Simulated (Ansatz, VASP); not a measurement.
## Two plane-wave programs on SnTe

The input INCAR:

```
PREC     = Accurate       # precision mode
ENCUT    = 520            # plane-wave cutoff, eV
EDIFF    = 1E-6           # SCF threshold, eV
ISMEAR   = -1             # smearing method
SIGMA    = 0.05           # smearing width, eV
LREAL    = False          # projectors in reciprocal space
LASPH    = True           # aspherical terms in the spheres
NELM     = 100            # most SCF steps
ALGO     = Normal         # electronic algorithm
ISIF     = 2              # what is computed and relaxed
LWAVE    = False          # write WAVECAR
LCHARG   = True           # write CHGCAR
LELF     = True           # ELF
LVHAR    = True         
NBANDS   = 17             # bands
```

File KPOINTS:

```
Automatic mesh
0
Gamma
  7 7 7
```

File POSCAR:

```
SnTe
1.0
    0.0000000000      3.1923133075      3.1923133075
    3.1923133075      0.0000000000      3.1923133075
    3.1923133075      3.1923133075      0.0000000000
Te Sn
1 1
Direct
    0.5000000000      0.5000000000      0.5000000000
    0.0000000000      0.0000000000      0.0000000000
```

input.yaml

```yaml
crystal:
  lattice:
    - [0.0, 3.1923133075, 3.1923133075]
    - [3.1923133075, 0.0, 3.1923133075]
    - [3.1923133075, 3.1923133075, 0.0]
  atoms:
    - { symbol: Te, position: [0.5, 0.5, 0.5] }
    - { symbol: Sn, position: [0.0, 0.0, 0.0] }
hamiltonian:
  xc: lda
  pseudopotentials: { kind: paw }
kpoints:
  mp_grid: { grid: [7, 7, 7] }
scf:
  occupations: { method: fermi_dirac, width: 0.05 }
output:
  forces: true
  stress: true
  eigenvalues: true
```

Alike in both runs: task single point; functional LDA; k mesh 7 × 7 × 7; occupations fermi-dirac, width 0.05 eV; no spin polarisation.

|  | VASP | Ansatz |
| --- | --- | --- |
| version | VASP 6.6.1 | Ansatz 0.2.0 |
| potentials or method | VASP PAW LDA potentials, release 64 (Te, Sn_d) | Ansatz PAW |
| plane-wave cutoff (eV) | 520 | 420 |
| valence electrons in the cell | 20 | 30 |

|  | VASP | Ansatz | Ansatz less VASP |
| --- | --- | --- | --- |
| gap on the k mesh at the Fermi level (eV) | 0.65 | 0.66 | +0.003 |
| least direct gap on the mesh (eV) | 0.65 | 0.66 | +0.003 |
| pressure (GPa) | -3.1 | -3.1 | -0.02 |

The two sets of potentials don't hold the same shells in valence.

Caveats: the PAW data sets come from PBE, with cores solved anew for the run's functional, which leaves a small shift of forces and pressure (Ansatz). Spin-orbit coupling is left out, which matters for the levels of Te.
